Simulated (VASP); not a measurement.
# Cs (I4/mmm) in VASP: further runs

The runs below take Cs through single point, with PBE.

Everything below comes from runs of VASP 6.6.1. Logs are shortened: lines on timing, memory, paths and dates and some standing lists are left out, and cuts for length are marked.

**1. The structure**

It takes space group I4/mmm (No. 139, tetragonal). The conventional cell has a = 5.500 Å, b = 5.500 Å, c = 8.194 Å, α = 90.00°, β = 90.00°, γ = 90.00°.

This isn't the form of Cs at room conditions, which is bcc.

**2. Single point, PBE**

Input file INCAR:

```
PREC = Accurate
ENCUT = 550
EDIFF = 1E-6
ISMEAR = 1
SIGMA = 0.15
LREAL = False
LASPH = True
NELM = 100
ALGO = Normal
ISIF = 2
LWAVE = False
LCHARG = False
GGA = PE
NBANDS = 10
ADDGRID = False
```

Input file KPOINTS:

```
regular mesh
0
Gamma
  10 10 10
```

Input file POSCAR:

```
Cs
1.0
   -2.6528630000      2.7200140000      3.9488130000
    2.8833600000     -2.6988260000      4.0893020000
    2.7318000000      2.7777640000     -3.9345920000
Cs
1
Direct
    0.0073440000      0.0133040000      0.0001460000
```

Potentials or basis: VASP PAW PBE potentials, release 64 (Cs_sv).

Launch:

```sh
$ cat potpaw_PBE.64/Cs_sv/POTCAR > POTCAR
$ mpirun -np 1 vasp_std > vasp.out
```

OUTCAR:

```text
PREC = Accurate
   ENCUT = 550
   EDIFF = 1E-6
   ISMEAR = 1
   LREAL = False
   LASPH = True
   NELM = 100
   ISIF = 2
   GGA = PE

 Found    504 irreducible k-points:

 Following reciprocal coordinates:
            Coordinates               Weight
  0.000000  0.000000  0.000000      1.000000
  0.100000 -0.000000  0.000000      2.000000
  0.200000 -0.000000  0.000000      2.000000
  0.300000  0.000000 -0.000000      2.000000
  0.400000 -0.000000  0.000000      2.000000
  0.500000  0.000000  0.000000      1.000000
   k-points           NKPTS =    504   k-points in BZ     NKDIM =    504   number of bands    NBANDS=     10
   number of dos      NEDOS =    301   number of ions     NIONS =      1
   total plane-waves  NPLWV =  84672
   dimension x,y,z NGX =    42 NGY =   48 NGZ =   42
   dimension x,y,z NGXF=    84 NGYF=   96 NGZF=   84
   ions per type =               1
   NGX,Y,Z   is equivalent  to a cutoff of  12.74, 14.04, 12.61 a.u.
   NGXF,Y,Z  is equivalent  to a cutoff of  25.48, 28.07, 25.22 a.u.
 SYSTEM =  unknown system
   PREC   = accura    normal or accurate (medium, high low for compatibility)
   ISTART =      0    job   : 0-new  1-cont  2-samecut
   ICHARG =      2    charge: 1-file 2-atom 10-const
   ISPIN  =      1    spin polarized calculation?
   LNONCOLLINEAR =      F non collinear calculations
   LSORBIT =      F    spin-orbit coupling
   LASPH  =      T    aspherical Exc in radial PAW
   ENCUT  =  550.0 eV  40.42 Ry    6.36 a.u.  10.48 10.87 10.59*2*pi/ulx,y,z
   NELM   =    100;   NELMIN=  2; NELMDL= -5     # of ELM steps
   EDIFF  = 0.1E-05   stopping-criterion for ELM
   LREAL  =      F    real-space projection
   EDIFFG = 0.1E-04   stopping-criterion for IOM
   NSW    =      0    number of steps for IOM
   IBRION =     -1    ionic relax: 0-MD 1-quasi-New 2-CG
   NFREE  =      0    steps in history (QN), initial steepest desc. (CG)
   ISIF   =      2    stress and relaxation
   ISYM   =      2    0-nonsym 1-usesym 2-fastsym
   POTIM  = 0.5000    time-step for ionic-motion
   TEBEG  =    0.0;   TEEND  =   0.0 temperature during run
   PSTRESS=    0.0 pullay stress
   NELECT =       9.0000    total number of electrons
   NUPDOWN=      -1.0000    fix difference up-down
   EMIN   =  10.00;   EMAX   =-10.00  energy-range for DOS
   EFERMI =   0.00;   METHOD = LEGACY
   ISMEAR =     1;   SIGMA  =   0.15  broadening in eV -4-tet -1-fermi 0-gaus
   EFERMI_NEDOS =   21; number of points for ismear=-14 and -15
   IALGO  =     38    algorithm
   IMIX   =      4    mixing-type and parameters
     AMIX     =   0.40;   BMIX     =  1.00
     AMIX_MAG =   1.60;   BMIX_MAG =  1.00
  volume/ion in A,a.u.               =     123.95       836.44
  Fermi-wavevector in a.u.,A,eV,Ry     =   0.682981  1.290648  6.346621  0.466464
  Thomas-Fermi vector in A             =   1.762213
   LORBIT       =      0    0 simple, 1 ext, 2 COOP (PROOUT), +10 PAW based schemes
   GGA     = PE    functional components
   LHFCALC =     F    Hartree Fock is set to
   AEXX    =    0.0000 exact exchange contribution
   IVDW    =     0    specifies the selected vdW correction
   LEPSILON=     F    determine dielectric tensor
   LRPA    =     F    only Hartree local field effects (RPA)
 non-spin polarized calculation
 Methfessel and Paxton  Order N= 1 SIGMA  =   0.15
  energy-cutoff  :      550.00
  volume of cell :      123.95
 maximum number of plane-waves:      3662
 NGX is ok and might be reduce to    42

 number of electron       9.0000000 magnetization

 Free energy of the ion-electron system (eV)
  ---------------------------------------------------
  ext. energy  EPLUGINS =         0.00000000
  ---------------------------------------------------
  free energy    TOTEN  =        -0.84674310 eV

  energy without entropy =       -0.84559869  energy(sigma->0) =       -0.84636163

 E-fermi :   0.2629     XC(G=0):  -5.2216

 val. band max:        0.2580865450   @ k =   0.5000   0.1000   0.3000
 cond. band min:       0.2673701536   @ k =   0.2000   0.5000   0.1000
 fundamental gap:      0.0092836086
 Fermi energy:         0.2628734178

 k-point     1 :       0.0000    0.0000    0.0000
  band No.  band energies     occupation
      1     -23.6253      2.00000
      2     -10.3840      2.00000
      3     -10.3768      2.00000
      4     -10.3756      2.00000
      5      -1.3291      2.00000
      6       2.4853     -0.00000
      7       2.7457     -0.00000
      8       2.7986     -0.00000
      9       3.6084      0.00000
     10       3.7918      0.00000

 k-point     2 :       0.1000   -0.0000    0.0000
  band No.  band energies     occupation
      1     -23.6248      2.00000
      2     -10.3886      2.00000
      3     -10.3835      2.00000
      4     -10.3779      2.00000
      5      -1.2309      2.00000
      6       2.4490     -0.00000
      7       2.6609     -0.00000
      8       2.8196     -0.00000
      9       3.5344      0.00000
     10       3.6791      0.00000

 k-point     3 :       0.2000   -0.0000    0.0000
  band No.  band energies     occupation
      1     -23.6237      2.00000
      2     -10.4160      2.00000
      3     -10.3863      2.00000
      4     -10.3831      2.00000
      5      -0.9485      2.00000
      6       2.1090     -0.00000
      7       2.6660     -0.00000
      8       2.8801     -0.00000
      9       3.4989      0.00000
     10       3.5487      0.00000

 k-point     4 :       0.3000    0.0000   -0.0000
  band No.  band energies     occupation
      1     -23.6223      2.00000
      2     -10.4501      2.00000
      3     -10.3898      2.00000
      4     -10.3885      2.00000
      5      -0.5213      2.00000
      6       1.6808     -0.00000
      7       2.6151     -0.00000
      8       2.7852     -0.00000
      9       3.6727      0.00000
     10       3.7950      0.00000

 k-point     5 :       0.4000   -0.0000    0.0000
  band No.  band energies     occupation
      1     -23.6212      2.00000
      2     -10.4773      2.00000
      3     -10.3947      2.00000
      4     -10.3907      2.00000
      5      -0.0292      2.01889
      6       1.2614     -0.00000
      7       2.5100     -0.00000
      8       2.6640     -0.00000
      9       3.9906      0.00000
     10       4.2732      0.00000

 k-point     6 :       0.5000    0.0000    0.0000
  band No.  band energies     occupation
      1     -23.6207      2.00000
      2     -10.4876      2.00000
      3     -10.3967      2.00000
      4     -10.3915      2.00000
      5       0.2811      0.79570
      6       0.9946     -0.00000
      7       2.4639     -0.00000
      8       2.6166     -0.00000
      9       4.1354      0.00000
     10       4.5751      0.00000

 [... further k-points ...]

------------------------ aborting loop because EDIFF is reached ----------------------------------------

  FORCE on cell =-STRESS in cart. coord.  units (eV):
  Direction    XX          YY          ZZ          XY          YZ          ZX
  --------------------------------------------------------------------------------------
  -------------------------------------------------------------------------------------
  Total       -0.0923048     -0.0508765     -0.0779446     -0.0030709     -0.0032934     -0.0482611
  in kB       -1.1931482     -0.6576391     -1.0075252     -0.0396944     -0.0425716     -0.6238316
  external PRESSURE =      -0.9527708 kB  Pullay stress =       0.0000000 kB

 VOLUME and BASIS-vectors are now :
 -----------------------------------------------------------------------------
  energy-cutoff  :      550.00
  volume of cell :      123.95
      direct lattice vectors                 reciprocal lattice vectors
    -2.652863000  2.720014000  3.948813000    -0.005972949  0.181656419  0.124099719
     2.883360000 -2.698826000  4.089302000     0.174839185 -0.002819191  0.119401107
     2.731800000  2.777764000 -3.934592000     0.175719406  0.179382947 -0.005511685

 POSITION                                       TOTAL-FORCE (eV/Angst)
 -----------------------------------------------------------------------------------
      0.01928     -0.01552      0.08283         0.000000     -0.000000     -0.000000
 -----------------------------------------------------------------------------------
    total drift:                               -0.000003      0.000004     -0.000002

  FREE ENERGIE OF THE ION-ELECTRON SYSTEM (eV)
  ---------------------------------------------------
  free  energy   TOTEN  =        -0.8467431036 eV

  energy  without entropy=       -0.8455986851  energy(sigma->0) =       -0.84636163
```

It took 4.9 min on 1 thread of Intel Xeon Platinum 8488C (Sapphire Rapids), shared host; peak memory 0.75 GiB.

The run converged, but some of its settings lie outside the range that counts as converged, so its numbers aren't taken as properties of the crystal.

What came out:

* Free energy: -0.8467 eV
* Pressure: -0.1 GPa
* Band gap on the k mesh: none (metal or under the smearing width)

**3. Single point, PBE**

This run uses another cell than the first one, of the same volume but with other edges.

INCAR, as its differences from that of step 2:

```diff
@@ -1,2 +1,2 @@
-PREC = Accurate
+PREC = Low
 ENCUT = 550
```

KPOINTS is that of step 2.

Input file POSCAR:

```
Cs
1.0
   -2.7500754600      2.7500754600      4.0972389800
    2.7500754600     -2.7500754600      4.0972389800
    2.7500754600      2.7500754600     -4.0972389800
Cs
1
Direct
    0.0000000000      0.0000000000      0.0000000000
```

Potentials or basis: VASP PAW PBE potentials, release 64 (Cs_sv).

Launch:

```sh
$ cat potpaw_PBE.64/Cs_sv/POTCAR > POTCAR
$ mpirun -np 1 vasp_std > vasp.out
```

Run time: 20 s. Hardware: 1 thread of Intel Xeon Platinum 8488C (Sapphire Rapids), shared host; peak memory 0.22 GiB.

These settings aren't checked as converged: the numbers below hold their error.

Results:

- Free energy: -0.8487 eV
- Pressure: -0.1 GPa
- Band gap on the k mesh: none (metal or under the smearing width)

**4. Single point, PBE**

INCAR is that of step 3.

KPOINTS is that of step 3.

Input file POSCAR:

```
Cs
1.0
   -2.6528630000      2.7200140000      3.9488130000
    2.8833600000     -2.6988260000      4.0893020000
    2.7318000000      2.7777640000     -3.9345920000
Cs
1
Direct
    0.0073440000      0.0133040000      0.0001460000
```

Potentials or basis: VASP PAW PBE potentials, release 64 (Cs_sv).

Launch:

```sh
$ cat potpaw_PBE.64/Cs_sv/POTCAR > POTCAR
$ mpirun -np 1 vasp_std > vasp.out
```

OUTCAR:

```text
PREC = Low
   ENCUT = 550
   EDIFF = 1E-6
   ISMEAR = 1
   LREAL = False
   LASPH = True
   NELM = 100
   ISIF = 2
   GGA = PE

 Found    504 irreducible k-points:

 Following reciprocal coordinates:
            Coordinates               Weight
  0.000000  0.000000  0.000000      1.000000
  0.100000 -0.000000  0.000000      2.000000
  0.200000 -0.000000  0.000000      2.000000
  0.300000  0.000000 -0.000000      2.000000
  0.400000 -0.000000  0.000000      2.000000
  0.500000  0.000000  0.000000      1.000000
   k-points           NKPTS =    504   k-points in BZ     NKDIM =    504   number of bands    NBANDS=     10
   number of dos      NEDOS =    301   number of ions     NIONS =      1
   total plane-waves  NPLWV =  36864
   dimension x,y,z NGX =    32 NGY =   36 NGZ =   32
   dimension x,y,z NGXF=    32 NGYF=   36 NGZF=   32
   ions per type =               1
   NGX,Y,Z   is equivalent  to a cutoff of   9.71, 10.53,  9.61 a.u.
   NGXF,Y,Z  is equivalent  to a cutoff of   9.71, 10.53,  9.61 a.u.
 SYSTEM =  unknown system
   PREC   = low       normal or accurate (medium, high low for compatibility)
   ISTART =      0    job   : 0-new  1-cont  2-samecut
   ICHARG =      2    charge: 1-file 2-atom 10-const
   ISPIN  =      1    spin polarized calculation?
   LNONCOLLINEAR =      F non collinear calculations
   LSORBIT =      F    spin-orbit coupling
   LASPH  =      T    aspherical Exc in radial PAW
   ENCUT  =  550.0 eV  40.42 Ry    6.36 a.u.  10.48 10.87 10.59*2*pi/ulx,y,z
   NELM   =    100;   NELMIN=  2; NELMDL= -5     # of ELM steps
   EDIFF  = 0.1E-05   stopping-criterion for ELM
   LREAL  =      F    real-space projection
   EDIFFG = 0.1E-04   stopping-criterion for IOM
   NSW    =      0    number of steps for IOM
   IBRION =     -1    ionic relax: 0-MD 1-quasi-New 2-CG
   NFREE  =      0    steps in history (QN), initial steepest desc. (CG)
   ISIF   =      2    stress and relaxation
   ISYM   =      2    0-nonsym 1-usesym 2-fastsym
   POTIM  = 0.5000    time-step for ionic-motion
   TEBEG  =    0.0;   TEEND  =   0.0 temperature during run
   PSTRESS=    0.0 pullay stress
   NELECT =       9.0000    total number of electrons
   NUPDOWN=      -1.0000    fix difference up-down
   EMIN   =  10.00;   EMAX   =-10.00  energy-range for DOS
   EFERMI =   0.00;   METHOD = LEGACY
   ISMEAR =     1;   SIGMA  =   0.15  broadening in eV -4-tet -1-fermi 0-gaus
   EFERMI_NEDOS =   21; number of points for ismear=-14 and -15
   IALGO  =     38    algorithm
   IMIX   =      4    mixing-type and parameters
     AMIX     =   0.40;   BMIX     =  1.00
     AMIX_MAG =   1.60;   BMIX_MAG =  1.00
  volume/ion in A,a.u.               =     123.95       836.44
  Fermi-wavevector in a.u.,A,eV,Ry     =   0.682981  1.290648  6.346621  0.466464
  Thomas-Fermi vector in A             =   1.762213
   LORBIT       =      0    0 simple, 1 ext, 2 COOP (PROOUT), +10 PAW based schemes
   GGA     = PE    functional components
   LHFCALC =     F    Hartree Fock is set to
   AEXX    =    0.0000 exact exchange contribution
   IVDW    =     0    specifies the selected vdW correction
   LEPSILON=     F    determine dielectric tensor
   LRPA    =     F    only Hartree local field effects (RPA)
 non-spin polarized calculation
 Methfessel and Paxton  Order N= 1 SIGMA  =   0.15
  energy-cutoff  :      550.00
  volume of cell :      123.95
 maximum number of plane-waves:      3662
   NGX = 21   NGY = 21   NGZ = 21

 number of electron       8.9999992 magnetization

 Free energy of the ion-electron system (eV)
  ---------------------------------------------------
  ext. energy  EPLUGINS =         0.00000000
  ---------------------------------------------------
  free energy    TOTEN  =        -0.84702684 eV

  energy without entropy =       -0.84588157  energy(sigma->0) =       -0.84664508

 E-fermi :   0.2630     XC(G=0):  -5.2215

 val. band max:        0.2581767694   @ k =   0.5000   0.1000   0.3000
 cond. band min:       0.2675399123   @ k =   0.2000   0.5000   0.1000
 fundamental gap:      0.0093631429
 Fermi energy:         0.2630063370

 k-point     1 :       0.0000    0.0000    0.0000
  band No.  band energies     occupation
      1     -23.6253      2.00000
      2     -10.3840      2.00000
      3     -10.3769      2.00000
      4     -10.3757      2.00000
      5      -1.3290      2.00000
      6       2.4854     -0.00000
      7       2.7458     -0.00000
      8       2.7987     -0.00000
      9       3.6084      0.00000
     10       3.7918      0.00000

 k-point     2 :       0.1000   -0.0000    0.0000
  band No.  band energies     occupation
      1     -23.6249      2.00000
      2     -10.3886      2.00000
      3     -10.3835      2.00000
      4     -10.3780      2.00000
      5      -1.2307      2.00000
      6       2.4491     -0.00000
      7       2.6611     -0.00000
      8       2.8197     -0.00000
      9       3.5344      0.00000
     10       3.6791      0.00000

 k-point     3 :       0.2000   -0.0000    0.0000
  band No.  band energies     occupation
      1     -23.6238      2.00000
      2     -10.4160      2.00000
      3     -10.3863      2.00000
      4     -10.3832      2.00000
      5      -0.9484      2.00000
      6       2.1091     -0.00000
      7       2.6662     -0.00000
      8       2.8801     -0.00000
      9       3.4990      0.00000
     10       3.5488      0.00000

 k-point     4 :       0.3000    0.0000   -0.0000
  band No.  band energies     occupation
      1     -23.6224      2.00000
      2     -10.4501      2.00000
      3     -10.3899      2.00000
      4     -10.3884      2.00000
      5      -0.5212      2.00000
      6       1.6810     -0.00000
      7       2.6153     -0.00000
      8       2.7852     -0.00000
      9       3.6727      0.00000
     10       3.7951      0.00000

 k-point     5 :       0.4000   -0.0000    0.0000
  band No.  band energies     occupation
      1     -23.6212      2.00000
      2     -10.4773      2.00000
      3     -10.3949      2.00000
      4     -10.3907      2.00000
      5      -0.0291      2.01889
      6       1.2615     -0.00000
      7       2.5101     -0.00000
      8       2.6640     -0.00000
      9       3.9906      0.00000
     10       4.2731      0.00000

 k-point     6 :       0.5000    0.0000    0.0000
  band No.  band energies     occupation
      1     -23.6208      2.00000
      2     -10.4876      2.00000
      3     -10.3968      2.00000
      4     -10.3914      2.00000
      5       0.2813      0.79540
      6       0.9947     -0.00000
      7       2.4641     -0.00000
      8       2.6166     -0.00000
      9       4.1354      0.00000
     10       4.5750      0.00000

 [... further k-points ...]

------------------------ aborting loop because EDIFF is reached ----------------------------------------

  FORCE on cell =-STRESS in cart. coord.  units (eV):
  Direction    XX          YY          ZZ          XY          YZ          ZX
  --------------------------------------------------------------------------------------
  -------------------------------------------------------------------------------------
  Total       -0.0870016     -0.0465318     -0.0746151     -0.0015413     -0.0044427     -0.0471469
  in kB       -1.1245984     -0.6014778     -0.9644883     -0.0199235     -0.0574277     -0.6094291
  external PRESSURE =      -0.8968549 kB  Pullay stress =       0.0000000 kB

 VOLUME and BASIS-vectors are now :
 -----------------------------------------------------------------------------
  energy-cutoff  :      550.00
  volume of cell :      123.95
      direct lattice vectors                 reciprocal lattice vectors
    -2.652863000  2.720014000  3.948813000    -0.005972949  0.181656419  0.124099719
     2.883360000 -2.698826000  4.089302000     0.174839185 -0.002819191  0.119401107
     2.731800000  2.777764000 -3.934592000     0.175719406  0.179382947 -0.005511685

 POSITION                                       TOTAL-FORCE (eV/Angst)
 -----------------------------------------------------------------------------------
      0.01928     -0.01552      0.08283         0.000000     -0.000000      0.000000
 -----------------------------------------------------------------------------------
    total drift:                                0.000236     -0.000413     -0.000715

  FREE ENERGIE OF THE ION-ELECTRON SYSTEM (eV)
  ---------------------------------------------------
  free  energy   TOTEN  =        -0.8470268406 eV

  energy  without entropy=       -0.8458815654  energy(sigma->0) =       -0.84664508
```

stdout:

```text
POSCAR found type information on POSCAR Cs
 POSCAR found :  1 types and       1 ions
 scaLAPACK will be used
 LDA part: xc-table for (Slater+PW92), standard interpolation
 POSCAR, INCAR and KPOINTS ok, starting setup
 FFT: planning ... GRIDC
 FFT: planning ... GRID_SOFT
 FFT: planning ... GRID
 WAVECAR not read
 entering main loop
```

Run time: 2 min. Hardware: 1 thread of Intel Xeon Platinum 8488C (Sapphire Rapids), shared host; peak memory 0.64 GiB.

These settings aren't checked as converged: the numbers below hold their error.

What came out:

```
Free energy            : -0.8470 eV
Pressure               : -0.1 GPa
Band gap on the k mesh : none (metal or under the smearing width)
```
